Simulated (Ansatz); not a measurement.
# Zr (P6_3/mmc) in Ansatz: band structure with LDA

Aim: the band structure of Zr with LDA.

Everything below comes from runs of Ansatz 0.2.0. Logs are shortened: lines on timing, memory, paths and dates and some standing lists are left out, and cuts for length are marked.

## (1) The crystal as given

The structure is hexagonal, space group P6_3/mmc (No. 194). Conventional cell: a = 3.232 Å, b = 3.232 Å, c = 5.147 Å, α = 90.00°, β = 90.00°, γ = 120.00°. Zr (site symmetry -6m2) has 12 Zr at 3.18 to 3.23 Å as nearest neighbours.

## (2) Band structure, LDA, spin-orbit coupling, no magnetisation

input.yaml

```yaml
crystal:
  lattice:
    - [3.232, 0.0, 0.0]
    - [-1.616, 2.798994105, 0.0]
    - [0.0, 0.0, 5.147]
  atoms:
    - { symbol: Zr, position: [0.6666666667, 0.3333333333, 0.75] }
    - { symbol: Zr, position: [0.3333333333, 0.6666666667, 0.25] }
kpoints:
  mp_grid: { grid: [7, 7, 4] }
  band_path:
    path:
      - [0.0, 0.0, 0.0]
      - [0.5, 0.0, 0.0]
      - [0.3333333333, 0.3333333333, 0.0]
      - [0.0, 0.0, 0.0]
      - [0.0, 0.0, 0.5]
      - [0.5, 0.0, 0.5]
      - [0.3333333333, 0.3333333333, 0.5]
      - [0.0, 0.0, 0.5]
    npoints: 10
scf:
  occupations: { method: fermi_dirac, width: 0.05 }
hamiltonian:
  xc: lda
  pseudopotentials: { kind: all_electron, lapw: { basis_error: 0.001 } }
magnetization:
  noncollinear: true
  spin_orbit: true
output:
  forces: true
  stress: true
  eigenvalues: true
```

Potentials or basis: all-electron LAPW, relativistic spinors.

Command:

```bash
ansatz run input.yaml --threads 1 --pin off --max-ram 3072MiB --backend cpu --events-out ev --progress --plain --runs-dir out
```

Standard output:

```text
Warning: RAYON_NUM_THREADS=1 ignored (pool sized by the plan → 1); use --threads N
LAPW: plane waves up to 6.804 Å⁻¹, error target 1.0e-3 eV per atom; Dirac's equation on spinors; Zr in spheres of 1.589 Å, 22 of its electrons in bands (how accurate: hamiltonian.pseudopotentials.lapw.basis_error, Limitations)
Engine: ansatz 0.2.0, x86_64-unknown-linux-gnu
Pseudopotentials: kind: all_electron
Pseudopotential: Zr, LAPW, valence charge 22, lapw/all_electron/dirac/gaussian/Zr, Dirac's equation, gaussian nucleus
Functional definition: SPW92
  exchange = slater_x
  correlation = pw_c
non-collinear run that drives no moment, with spin-orbit: no starting moment large enough to seed its density (crystal.atoms[].spin), no starting occupations that ask for one, no magnetisation constraint and no magnetic field, so the semilocal B_xc is pinned to zero
Crystal: 2 atoms, lattice volume = 46.562 Å³
Basis set: ecut = 176.3828763787171 eV, 251 PW (Γ), exchange–correlation at level 2
Bands: 54, of which v1, the nominal top of the filled ones, is band 44 counted from 1 (43 counted from 0)
Symmetry: 24 space group operations + 24 with time reversal
Magnetic group: BNS 194.264 (UNI 1494), of the structure as read, at distance tolerance 3.6e-5 Å
k-points: 24 of 196
Non-local potential: Zr, projectors of the file, none
Initial density: superposition of atomic densities (chi_scale 0.1, normalization cell)
Initial wavefunctions: plane waves of lowest kinetic energy (no species holds an atomic orbital)
Functional: x = slater, c = lda
iter 1 solved again at ethr=3.39e-4 eV; its pass at ethr=1.00e-1 eV (dr2=1.49e-1 eV) is discarded
SCF iter   1: F=—  HF=-195665.053181 eV  |F-HF|=—  |Δ(HF+E_count)|=         —  Δρ=1.84e-2  dr2=1.51e-1  dr2_m=0.00e0 (ungated)  ethr=3.39e-4  |M|=0.00e0 ∫|m|=0.00e0 μB  β_m=0.30  ⟨swp⟩=3.0  Hψ=8562  notcnv=0
preconditioner: auto → Kerker (q_TF=auto, 2.703 Å⁻¹)  [metal: Δε(μ)=0.072 eV  Ē_g=3.775 eV  σ=0.050 eV  W_gap=0.33  n_scr=22 (ndim 8)  ℏωp=15.4 eV  f_vac=0.000  D(μ)=2.30/eV (n_scr^D=22)]
spin=Noncollinear: Kerker preconditioning applied to the charge; magnetization (m_x, m_y, m_z) channels mix plain (no charge-response kernel on spin).
SCF iter   2: F=—  HF=-195664.925654 eV  |F-HF|=—  |Δ(HF+E_count)|=   1.28e-1  Δρ=1.37e-2  dr2=9.00e-2  dr2_m=0.00e0 (ungated)  ethr=3.39e-4  |M|=0.00e0 ∫|m|=0.00e0 μB  β_m=0.48  ⟨swp⟩=2.0  Hψ=4122  notcnv=0
SCF iter   3: F=—  HF=-195664.871162 eV  |F-HF|=—  |Δ(HF+E_count)|=   5.45e-2  Δρ=6.15e-3  dr2=2.11e-2  dr2_m=0.00e0 (ungated)  ethr=2.05e-4  |M|=0.00e0 ∫|m|=0.00e0 μB  β_m=0.72  ⟨swp⟩=2.0  Hψ=4191  notcnv=0
iter 4 solved again at ethr=3.99e-6 eV; its pass at ethr=4.81e-5 eV (dr2=1.76e-3 eV) is discarded
SCF iter   4: F=—  HF=-195664.868041 eV  |F-HF|=—  |Δ(HF+E_count)|=         —  Δρ=1.68e-3  dr2=1.75e-3  dr2_m=0.00e0 (ungated)  ethr=3.99e-6  |M|=0.00e0 ∫|m|=0.00e0 μB  β_m=0.79  ⟨swp⟩=2.0  Hψ=6633  notcnv=0
the basis was enlarged: its passes take 918.8 KiB over the memory plan, 1 of 1 planned eigensolver slots
SCF iter   5: F=—  HF=-195664.867864 eV  |F-HF|=—  |Δ(HF+E_count)|=   1.77e-4  Δρ=4.11e-4  dr2=9.67e-5  dr2_m=0.00e0 (ungated)  ethr=3.98e-6  |M|=0.00e0 ∫|m|=0.00e0 μB  β_m=0.87  ⟨swp⟩=2.1  Hψ=3992  notcnv=0
SCF iter   6: F=—  HF=-195664.867866 eV  |F-HF|=—  |Δ(HF+E_count)|=   2.44e-6  Δρ=1.60e-4  dr2=1.55e-5  dr2_m=0.00e0 (ungated)  ethr=2.20e-7  |M|=0.00e0 ∫|m|=0.00e0 μB  β_m=0.93  ⟨swp⟩=2.0  Hψ=3988  notcnv=0
SCF iter   7: F=—  HF=-195664.867866 eV  |F-HF|=—  |Δ(HF+E_count)|=   5.34e-7  Δρ=3.00e-5  dr2=6.55e-7  dr2_m=0.00e0 (ungated)  ethr=3.53e-8  |M|=0.00e0 ∫|m|=0.00e0 μB  β_m=0.97  ⟨swp⟩=2.0  Hψ=3988  notcnv=0
SCF iter   8: F=-195664.867866 eV  HF=-195664.867866 eV  |F-HF|=1.04e-8  |Δ(HF+E_count)|=   1.17e-7  Δρ=8.62e-6  dr2=3.65e-8  dr2_m=0.00e0 (ungated)  ethr=1.49e-9  |M|=0.00e0 ∫|m|=0.00e0 μB  ⟨swp⟩=2.3  Hψ=4001  notcnv=0
SCF 1 converged in 8 iterations: F = -195664.867866 eV  dr2 = 3.65e-8
NSCF: frozen V_eff on 71 k-points
SCF converged after 8 iterations
Magnetization: |M| = 0.0000 μB,  M = (+0.0000, +0.0000, +0.0000) μB
Absolute magnetization: 0.0000 μB (∫|m|)
  site 0: m = (+0.0000, +0.0000, +0.0000) μB, |m| = 0.0000 μB  (R = 1.59 Å)
  site 1: m = (+0.0000, +0.0000, +0.0000) μB, |m| = 0.0000 μB  (R = 1.59 Å)
Free energy (F): -195664.867866 eV
Harris-Foulkes:  -195664.867866 eV  (|F-HF|=1.04e-8)
Internal energy: -195664.845597 eV  (E = F + TS)
E sigma→0 (E₀):  -195664.856731 eV
Entropy (-TS):   -0.022269 eV (-11.135 meV/atom)
Fermi energy:    15.559700 eV
--- Per-component energies (eV) ---
  E_band       = -3221.928094
  E_kinetic    = 202129.950845
  E_xc         = -6007.165401
  E_electrostatic = -391787.631041  (all electrons and nuclei)
  E_smearing   = -0.022269  (= −TS)
  E_closure    = 0.000000  (closes the sum)
  E_atoms      = -195648.741568  (free atoms, spherical and without spin; not in F)
  Σ components = -195664.867866   (vs F -195664.867866, Δ=0.00e0)
  Basis errors (estimates in eV, not in F): energy 1.6e-4 per atom: plane waves 1.2e-4 (6.0e-5 summed), levels above the bands 2.2e-20, relativity 3.0e-9, radial functions 4.3e-5, core shells 6.4e-7; eigenvalues (radial functions only) 8.3e-7; not estimated: angular momenta, meshes, grids; target (lapw.basis_error) 1.0e-3; muffin-tin radii Zr 1.589 Å
--- Forces (eV/Å), atoms counted from 1 ---
  atom   1  Zr    -0.00000000     0.00000000     0.00000000
  atom   2  Zr     0.00000000    -0.00000000     0.00000000
  max |Σ_I F_I| component: 9.25e-18 eV/Å
--- Stress (GPa, compression-positive) ---
       -5.940035      -0.000000       0.000000
        0.000000      -5.940035       0.000000
        0.000000       0.000000      -6.103791
  P = ⅓ Tr σ = -5.9946 GPa (-59.946 kbar)
--- Band table (eV; the first three rows and the last of 24) ---
  k-point 0: bands = ["-154.7898", "-154.7898", "-154.7898", "-154.7898", "-154.7691", "-154.7691", "-154.7691", "-154.7691", "-152.2905", "-152.2905", "-152.2905", "-152.2905", "-152.2863", "-152.2863", "-152.2863", "-152.2863", "-152.2647", "-152.2647", "-152.2647", "-152.2647", "-33.1730", "-33.1730", "-33.0157", "-33.0157", "-12.4917", "-12.4917", "-12.0017", "-12.0017", "-10.8226", "-10.8226", "-10.3036", "-10.3036", "-10.1526", "-10.1526", "-10.1519", "-10.1519", "9.8586", "9.8586", "12.4671", "12.4671", "16.2884", "16.2884", "16.3878", "16.3878", "16.4913", "16.4913", "16.7449", "16.7449", "16.9707", "16.9707", "17.0857", "17.0857", "17.5745", "17.5745"]
  k-point 1: bands = ["-154.7898", "-154.7898", "-154.7898", "-154.7898", "-154.7691", "-154.7691", "-154.7691", "-154.7691", "-152.2905", "-152.2905", "-152.2905", "-152.2905", "-152.2863", "-152.2863", "-152.2863", "-152.2863", "-152.2647", "-152.2647", "-152.2647", "-152.2647", "-33.1503", "-33.1503", "-33.0391", "-33.0391", "-12.4099", "-12.4099", "-12.0632", "-12.0632", "-10.7433", "-10.7433", "-10.2816", "-10.2816", "-10.2707", "-10.2707", "-10.1743", "-10.1743", "10.3668", "10.3668", "12.3820", "12.3820", "15.9677", "15.9677", "16.1198", "16.1198", "16.1252", "16.1252", "16.2091", "16.2091", "16.6481", "16.6481", "16.7405", "16.7405", "18.2660", "18.2660"]
  k-point 2: bands = ["-154.7898", "-154.7898", "-154.7898", "-154.7898", "-154.7691", "-154.7691", "-154.7691", "-154.7691", "-152.2905", "-152.2905", "-152.2905", "-152.2905", "-152.2863", "-152.2863", "-152.2863", "-152.2863", "-152.2647", "-152.2647", "-152.2647", "-152.2647", "-33.0950", "-33.0950", "-33.0950", "-33.0950", "-12.2263", "-12.2263", "-12.2263", "-12.2263", "-10.5266", "-10.5266", "-10.5266", "-10.5266", "-10.2282", "-10.2282", "-10.2282", "-10.2282", "11.5688", "11.5688", "11.5688", "11.5688", "15.5526", "15.5526", "15.5526", "15.5526", "16.2019", "16.2019", "16.2019", "16.2019", "16.2775", "16.2775", "16.2775", "16.2775", "19.4066", "19.4066"]
  k-point 23: bands = ["-154.7898", "-154.7898", "-154.7898", "-154.7898", "-154.7691", "-154.7691", "-154.7691", "-154.7691", "-152.2905", "-152.2905", "-152.2905", "-152.2905", "-152.2863", "-152.2863", "-152.2863", "-152.2863", "-152.2647", "-152.2647", "-152.2647", "-152.2647", "-33.0015", "-33.0015", "-33.0015", "-33.0015", "-12.4862", "-12.4862", "-12.4594", "-12.4594", "-10.9265", "-10.9265", "-10.7378", "-10.7378", "-10.5608", "-10.5608", "-10.3977", "-10.3977", "13.6130", "13.6130", "13.6471", "13.6471", "14.6394", "14.6394", "14.6798", "14.6798", "15.4390", "15.4390", "15.4853", "15.4853", "17.3886", "17.3886", "17.4557", "17.4557", "20.0950", "20.0950"]
```

Run time: 37 s. Hardware: 1 thread of AMD EPYC 9R45 (Zen 5), shared host; peak memory 0.52 GiB.

What came out:

```yaml
Free_energy: -195664.8679 eV
Pressure: -6.0 GPa
Band_gap_along_the_path: none (metal or under the smearing width)
```

Levels at the corners of the path, in eV from the Fermi level:
| point | band 41 | band 42 | band 43 | band 44 | band 45 | band 46 | band 47 | band 48 |
| --- | --- | --- | --- | --- | --- | --- | --- | --- |
| Γ | 0.73 | 0.73 | 0.83 | 0.83 | 0.93 | 0.93 | 1.19 | 1.19 |
| M | -2.19 | -2.19 | -0.22 | -0.22 | 0.44 | 0.44 | 0.72 | 0.72 |
| K | -1.35 | -1.35 | -1.17 | -1.17 | 0.18 | 0.18 | 0.21 | 0.21 |
| Γ | 0.73 | 0.73 | 0.83 | 0.83 | 0.93 | 0.93 | 1.19 | 1.19 |
| A | -0.01 | -0.01 | -0.01 | -0.01 | 0.64 | 0.64 | 0.64 | 0.64 |
| L | -1.12 | -1.12 | -1.12 | -1.12 | 1.61 | 1.61 | 1.61 | 1.61 |
| H | -1.35 | -1.35 | -1.28 | -1.28 | -0.09 | -0.09 | -0.03 | -0.03 |
| A | -0.01 | -0.01 | -0.01 | -0.01 | 0.64 | 0.64 | 0.64 | 0.64 |

Caveat: the k mesh is thin for a metal, which can move the energy by tens of meV per atom.
